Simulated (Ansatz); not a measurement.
Results of PBE-D4 (PAW; Ansatz, a quantum-chemistry and plane-wave program) for zinc-blende InN (metastable phase).

Numerical settings: plane-wave cutoff 500 eV, 14×14×14 k mesh, Fermi–Dirac smearing 0.05 eV, scalar-relativistic PAW data made under PBE.

Computed at the level's own relaxed cell.

Problem. What does this level give for the volume per atom and equilibrium lattice constant a?

Solution. 
- volume per atom = 15.67 Å³/atom
- equilibrium lattice constant a = 5.005 Å

The run finds no gap.

Measured, for comparison: equilibrium volume per atom 15.72 Å³/atom, lattice constant a 5.01 ± 0.01 Å (temperature not stated, no zero-point or thermal correction, epilayer on 3C-SiC; as tabulated in Schörmann, As, Lischka, Schley, Goldhahn et al., Appl. Phys. Lett. 89, 261903 …). Computed (rounded) less measured: equilibrium volume per atom -0.3 %, lattice constant a -0.1 % (inside the measured uncertainty). A static lattice is as a rule a little smaller and stiffer than an uncorrected measurement, which narrows the difference in the equilibrium volume per atom and would widen misses of the other sign.

Spin–orbit coupling is not included.

The computed numbers hold no vibrational or temperature effects.
